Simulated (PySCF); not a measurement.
# Where the electron goes

Compound: spiropentane, C5H8.
Z-matrix (Å and degrees, GFN2-xTB geometry), rows numbered from 1:
```
C 
C   1  1.5141
C   2  1.4782  1   59.20
C   3  1.4782  1  137.54  2  -130.70
C   3  1.4782  1  137.45  2   130.72
H   1  1.0808  2  118.13  3   108.33
H   1  1.0807  2  118.12  3  -108.38
H   2  1.0807  1  118.14  3  -108.36
H   2  1.0808  1  118.10  3   108.35
H   4  1.0807  3  118.67  5   107.41
H   4  1.0809  3  118.70  5  -107.42
H   5  1.0808  3  118.67  4  -107.46
H   5  1.0807  3  118.71  4   107.40
```

Method used: PySCF, TDDFT B3LYP/def2-SVPD, vertical, gas phase, core orbitals frozen in the response.

Frontier orbitals with the atoms that hold most of them (Löwdin shares over 4%, at most four atoms; ? is withheld):

```tsv
orbital	ε (eV)	atoms
LUMO+2	1.24	H10 13%, H13 13%, H8 12%, H7 12%
LUMO+1	1.24	H9 13%, H6 13%, H12 12%, H11 12%
LUMO	0.77	?
HOMO	?	?
HOMO-1	-7.92	C3 33%, C2 13%, C1 13%, C4 12%
HOMO-2	-7.93	C3 33%, C5 13%, C4 13%, C2 12%
HOMO-3	-9.73	C2 19%, C4 19%, C5 19%, C1 19%
```

(1) Give the leading atoms of the HOMO.

(2) Give the leading atoms of the LUMO.

(3) What is the HOMO energy, and the HOMO–LUMO gap?

## Answers

(1) C1 (bonded to 2 C and 2 H) 20%; C4 (bonded to 2 C and 2 H) 20%; C5 (bonded to 2 C and 2 H) 20%; C2 (bonded to 2 C and 2 H) 20%.

(2) C1 (bonded to 2 C and 2 H) 13%; C5 (bonded to 2 C and 2 H) 13%; C4 (bonded to 2 C and 2 H) 13%; C2 (bonded to 2 C and 2 H) 13%.

(3) ε(HOMO) = -7.65 eV; the gap is 8.42 eV (0.3093 hartree).

Within 0.005 eV of a neighbour in this list lie HOMO-2/HOMO-1 and LUMO+1/LUMO+2 (point group found: D2d); within a degenerate set the shares of single atoms can hang on how the components are chosen.

**Question.** How does S1 compare with the orbital gap of 8.42 eV?

**Answer.** S1 is at 7.51 eV (f = 0.012), 0.91 eV below the gap, made of HOMO→LUMO (98%). Without the coupling terms of the response equations the lowest excitation would equal the gap.

Next come S2 at 7.76 eV (f 0.028), HOMO-2/HOMO-1→LUMO (≥97%); S3 at 7.77 eV (f 0.028), HOMO-2/HOMO-1→LUMO (≥97%); S4 at 7.99 eV (f 0.037), HOMO→LUMO+1/LUMO+2 (97%); S5 at 7.99 eV (f 0.038), HOMO→LUMO+1/LUMO+2 (97%).

Orbitals of the list HOMO-3 to LUMO+2 that lie within 0.01 eV of each other are written together with a slash and their weights summed (≥ marks a lower bound); for degenerate orbitals outside that list single weights are arbitrary.

Löwdin shares depend on the basis, the more so with diffuse functions.

The run took 15 s wall on an Arm Neoverse V1 with one thread (shared host).
